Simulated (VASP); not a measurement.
# Ag, energy along a vibration (SMASS = -2): which settings are enough?

Ag, atoms displaced along the mode, 2 atoms in the cell. PBE, energy along a line of displacements; PAW potentials Ag (PBE set). VASP 6.6.1.

Wanted: harmonic frequency within 1 %.

Mode: mode at H.

POSCAR of the starting run:
```
Ag
1.0
    3.3113080000      0.0000000000      0.0000000000
    0.0000000000      3.3113080000      0.0000000000
    0.0000000000      0.0000000000      3.3113080000
Ag
2
Direct
   -0.0120798186      0.0000000000      0.0000000000
    0.5120798186      0.5000000000      0.5000000000

    0.0100000000   0.0000000000   0.0000000000
   -0.0100000000   0.0000000000   0.0000000000
```

The series start from k mesh: 6 × 6 × 6; Cutoff (eV): 330; Step along the mode (Å): 0.02; Electronic threshold (eV): 1e-7; Smearing width (eV): 0.15; Precision and projection: Accurate, reciprocal space. Each series keeps the choices made before it, and each single choice may use up half of a tolerance.

## k mesh

| k mesh | Harmonic frequency (THz) | Time (s) |
|---|---|---|
| 3 × 3 × 3 | 4.009 | 6.2 |
| 4 × 4 × 4 | 4.12 | 9.3 |
| 5 × 5 × 5 | 4.216 | 13 |
| 6 × 6 × 6 | 4.11 | 20 |
| 7 × 7 × 7 | 4.303 | 30 |
| 9 × 9 × 9 | 4.306 | 62 |
| 12 × 12 × 12 (reference) | 4.333 | 125 |

Chosen: 12 × 12 × 12; the next looser run is off by more than half of the tolerance, so convergence isn't shown beyond this value.

## Cutoff (eV)

| Cutoff (eV) | Harmonic frequency (THz) | Time (s) |
|---|---|---|
| 180 | 4.048 | 36 |
| 220 | 4.122 | 48 |
| 250 | 4.321 | 97 |
| 290 | 4.33 | 101 |
| 330 | 4.333 | 125 |
| 380 (reference) | 4.333 | 138 |

Chosen: 250, the loosest value from which every tighter one stays within half of the tolerance.

## Electronic threshold (eV)

| Electronic threshold (eV) | Harmonic frequency (THz) | Time (s) |
|---|---|---|
| 0.001 | 4.311 | 66 |
| 0.0001 | 4.311 | 72 |
| 1e-5 | 4.311 | 86 |
| 1e-6 | 4.311 | 92 |
| 1e-7 | 4.311 | 100 |
| 1e-8 (reference) | 4.311 | 129 |

Chosen: 0.001.

## Smearing width (eV)

| Smearing width (eV) | Harmonic frequency (THz) | Time (s) |
|---|---|---|
| 0.4 | 4.296 | 71 |
| 0.3 | 4.293 | 72 |
| 0.2 | 4.299 | 67 |
| 0.15 | 4.311 | 66 |
| 0.1 (reference) | 4.319 | 66 |

Chosen: 0.2.

## Precision and projection

| Precision and projection | Harmonic frequency (THz) | Time (s) |
|---|---|---|
| Accurate, reciprocal space | 4.299 | 67 |
| Normal, reciprocal space | 4.315 | 31 |
| Normal, Auto | 4.339 | 44 |

Chosen: Normal, reciprocal space, the fastest of those that stay within half of the tolerance.

Also changed on the way, by series that aren't shown: Step along the mode (Å): 0.04.

## All choices together

| Input | Harmonic frequency (THz) | Time (s) |
|---|---|---|
| defaults on a coarse mesh (naive) | 4.011 | 1.3 |
| chosen settings | 4.315 | 31 |
| reference settings throughout | 4.339 | 157 |

The chosen settings stay within the tolerance of the reference run, but the reference itself isn't shown to be converged in: k mesh.

## The input

INCAR:
```
GGA = PE
PREC = Normal
ENCUT = 250
EDIFF = 0.001
ALGO = Normal
LREAL = F
LASPH = T
ISMEAR = 1
SIGMA = 0.2
ISYM = 0
LWAVE = F
LCHARG = F
IBRION = 0
SMASS = -2
POTIM = 1
NSW = 9
NELMIN = 4
KPAR = 2
```

KPOINTS:
```
Automatic mesh
0
Gamma
  12 12 12
  0 0 0
```

POSCAR:
```
Ag
1.0
    3.3113080000      0.0000000000      0.0000000000
    0.0000000000      3.3113080000      0.0000000000
    0.0000000000      0.0000000000      3.3113080000
Ag
2
Direct
   -0.0241596372      0.0000000000      0.0000000000
    0.5241596372      0.5000000000      0.5000000000

    0.0200000000   0.0000000000   0.0000000000
   -0.0200000000   0.0000000000   0.0000000000
```

Commands:
```
cat potpaw_PBE.64/Ag/POTCAR > POTCAR
mpirun -np 2 vasp_std > vasp.out
```

Limits: NELMIN = 4 forces that many electronic steps, so a loose EDIFF looks better here than it is.

The chosen input took VASP 6.6.1 31 s on 2 cores (Intel Xeon 6975P-C (Granite Rapids)), a shared host.

## An input that fails: electronic threshold far too loose

It runs to its end, but against the unchanged starting input it is off by 12 % in the harmonic frequency.

Changes against the starting input:
```
- EDIFF = 1e-07
- NELMIN = 4
+ EDIFF = 0.1
```
